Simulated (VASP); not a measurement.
TaN:

```
Ta N
1.0
     2.92177    0.00000    0.00000
    -1.46088    2.53033    0.00000
     0.00000    0.00000    5.91652
Ta N
2 2
Direct
  0.00000 0.00000 0.50000
  0.00000 0.00000 0.00000
  0.33333 0.66667 0.25000
  0.66667 0.33333 0.75000
```

The cell comes from a database or a generator and needn't be the stable form of this composition.

| Quantity | Value |
| --- | --- |
| Program | VASP 6.6.1 |
| Task | relaxation of cell and atoms |
| Functional | RPBE |
| Dispersion | D4 |
| Potentials or basis | VASP PAW PBE potentials, release 64 (Ta_pv, N) |
| Cutoff | 600 eV |
| k mesh | 10 × 10 × 5 |
| Occupations | fermi-dirac, width 0.05 eV |
| Spin | no spin polarisation |

At the start: pressure -5.7 GPa; volume 10.94 Å³/atom.

How do energy, volume and symmetry change on relaxing?

Over 6 steps the energy falls by 3.6 meV/atom and the volume is 10.74 Å³/atom (-1.8 %); space group P6_3/mmc (No. 194, to 0.05 Å).

The path:
| step | energy change (eV) | largest force (eV/Å) | pressure (GPa) | volume (Å³) |
| --- | --- | --- | --- | --- |
| 1 | 0.0000 | 0.0000 | -5.71 | 43.74 |
| 2 | 0.0550 | 0.0000 | 14.09 | 41.32 |
| 3 | -0.0142 | 0.0000 | -0.03 | 42.97 |
| 4 | -0.0142 | 0.0000 | 0.09 | 42.95 |
| 5 | -0.0143 | 0.0000 | 0.03 | 42.95 |
| 6 | -0.0144 | 0.0000 | 0.05 | 42.95 |

Final structure:
```yaml
crystal:
  lattice:
    - [2.90150, 0.00000, 0.00000]
    - [-1.45075, 2.51277, 0.00000]
    - [0.00000, 0.00000, 5.89138]
  atoms:
    - { symbol: Ta, position: [0.00000, 0.00000, 0.50000] }
    - { symbol: Ta, position: [0.00000, 0.00000, 0.00000] }
    - { symbol: N, position: [0.33333, 0.66667, 0.25000] }
    - { symbol: N, position: [0.66667, 0.33333, 0.75000] }
```

Caveat: the PAW data sets were made with another functional, which shifts forces and pressure a little; pairwise dispersion overbinds metals, which lowers pressure and volume.
